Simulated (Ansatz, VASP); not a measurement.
# Ru: VASP beside Ansatz

```
Ru
1.0
     0.00000    2.84104    2.84104
     2.84104    0.00000    2.84104
     2.84104    2.84104    0.00000
Ru
2
Cartesian
  0.7103 0.7103 0.7103
  4.9718 4.9718 4.9718
```

Alike in both runs: task single point; functional BLYP; k mesh 11 × 11 × 11; occupations fermi-dirac, width 0.1 eV; no spin polarisation.

|  | VASP | Ansatz |
| --- | --- | --- |
| version | VASP 6.6.1 | Ansatz 0.2.0 |
| potentials or method | VASP PAW PBE potentials, release 64 (Ru_pv) | plane waves (420 eV) with PAW, scalar-relativistic |
| plane-wave cutoff (eV) | 520 | 420 |
| valence electrons in the cell | 28 | 32 |

VASP gave:

```
pressure (GPa) : -8.7
```

Q: Estimate Ansatz's values.

A: Pressure (GPa): -9.1.

The two sets of potentials don't hold the same shells in valence.

Caveats: the PAW data sets were made with another functional, which shifts forces and pressure a little (VASP).
